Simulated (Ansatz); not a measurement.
# Ga under changes of volume

One of the cells (18.685 Å³/atom); the others are scaled copies at fixed shape and fractional positions:

```xyz
2
Lattice="1.4500 -4.0650 0.0000 1.4500 4.0650 0.0000 0.0000 0.0000 3.1700" Properties=species:S:1:pos:R:3 pbc="T T T"
Ga    1.4500    2.9837    2.3775
Ga    1.4500   -2.9837    0.7925
```

This isn't the form of Ga at room conditions, which is orthorhombic.

- Program: Ansatz 0.2.0
- Functional: PBE0
- Potentials or basis: Ansatz PAW
- Cutoff: 420 eV (not typed: the program's choice for these potentials)
- k mesh: 6 × 6 × 6
- Occupations: fermi-dirac, width 0.05 eV
- Spin: no spin polarisation

```csv
volume (Å³/atom),energy over the lowest point (meV/atom),pressure (GPa),largest force (eV/Å)
17.564,10.93,3.5,0.306
17.937,4.92,2.1,0.296
18.311,0.54,0.8,0.310
18.685,0.00,-0.3,0.296
19.058,2.67,-1.1,0.230
19.432,6.34,-2.1,0.218
19.806,?,?,?
```

Problem. What does the run at 19.806 Å³/atom give?

Solution. Energy over the lowest point 12.17 meV/atom; pressure -2.9 GPa; largest force 0.208 eV/Å.

Worked out: A Birch-Murnaghan fit of order 3 (a polynomial in V^(-2/3)) to the other rows has its minimum at 18.59 Å³/atom with B0 = V·E''(V) = 57 GPa and B' = 3.5 at fixed shape and positions, which overstates the stiffness. It gives 13.01 meV/atom at 19.806 Å³/atom, against the run's 12.17, and -dE/dV = -3.2 GPa, against -2.9.

Energies are extrapolated to zero smearing.

Caveats: all runs use coarse meshes; the PAW data sets come from PBE, with cores solved anew for the run's functional, which leaves a small shift of forces and pressure; the thresholds are loose for stress.
